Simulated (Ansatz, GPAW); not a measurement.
This is a calculation of TiTe for Ansatz 0.2.0. The cell comes from a database or a generator and needn't be the stable form of this composition.

File input.yaml:

```yaml
crystal:
  lattice:
    - [0.0, 3.05006681, 3.05006681]
    - [3.05006681, 0.0, 3.05006681]
    - [3.05006681, 3.05006681, 0.0]
  atoms:
    - { symbol: Ti, position: [0.5, 0.5, 0.5] }
    - { symbol: Te, position: [0.0, 0.0, 0.0] }
hamiltonian:
  xc: r2scan
  pseudopotentials: { kind: paw }
  hubbard: { sites: [{ species: Ti, l: d, u_eff: 5.0 }] }
kpoints:
  mp_grid: { grid: [8, 8, 8] }
scf:
  occupations: { method: fermi_dirac, width: 0.05 }
output:
  forces: true
  stress: true
  eigenvalues: true
```

Potentials or basis: Ansatz PAW.

Command:

```bash
$ ansatz run input.yaml --threads 2 --pin off --max-ram 5632MiB --backend cpu --events-out ev --progress --plain --runs-dir out
```

Task: Set up the same calculation for GPAW 26.7.0 (ASE script). Potentials or basis there: GPAW PAW data sets (gpaw-data 1.2.1), cutoff 600 eV.

Result: As run (cutoffs and basis follow the program's own potentials, and thresholds, step limits or extra output files can differ):

The input run.py:

```python
from ase.dft.bandgap import bandgap
from ase.io import read, write
from ase.units import GPa
from gpaw import GPAW, PW

atoms = read('POSCAR')

calc = GPAW(mode=PW(600),
            xc='MGGA_X_R2SCAN+MGGA_C_R2SCAN',
            kpts={'size': (8, 8, 8), 'gamma': True},
            occupations={'name': 'fermi-dirac', 'width': 0.05},
            setups={'Ti': ':d,5.0'},
            nbands=19,
            convergence={'density': 1e-05, 'energy': 1e-05},
            maxiter=150,
            txt='gpaw.txt')
atoms.calc = calc
energy = atoms.get_potential_energy()
forces = atoms.get_forces()
stress = atoms.get_stress()
calc.write('gs.gpw')
write('result.traj', atoms)
print(f'Energy: {energy:.6f} eV')
print('Forces (eV/A):')
print(forces.round(4))
print('Stress (GPa):', (stress / GPa).round(3))
print('Fermi level:', round(calc.get_fermi_level(), 4), 'eV')
print(f'Gap: {bandgap(calc)[0]:.4f} eV, direct: {bandgap(calc, direct=True)[0]:.4f} eV')
```

POSCAR

```
TiTe
1.0
    0.0000000000      3.0500668100      3.0500668100
    3.0500668100      0.0000000000      3.0500668100
    3.0500668100      3.0500668100      0.0000000000
Ti Te
1 1
Direct
    0.5000000000      0.5000000000      0.5000000000
    0.0000000000      0.0000000000      0.0000000000
```

Potentials or basis: GPAW PAW data sets (gpaw-data 1.2.1), pw.

The run is started by

```bash
$ OMP_NUM_THREADS=1 python run.py
```

Both were run:

|  | Ansatz | GPAW |
| --- | --- | --- |
| Pressure | -7.2 GPa | -9.9 GPa |

Ansatz's pressure holds a Pulay term of +0.05 GPa for its cutoff of 500 eV, which the other run lacks.

The potentials hold 28 and 18 valence electrons a cell.

Ansatz's potentials were made for PBE. GPAW's potentials were made for PBE.

Where Ansatz's input types no cutoff or centring, it takes its own default and a Γ-centred mesh.

The two runs disagree by more than potentials and bases usually give (in gap, levels, pressure or energy); the cause wasn't traced.

How U acts hangs on each program's projectors.

Pressure is positive in compression.
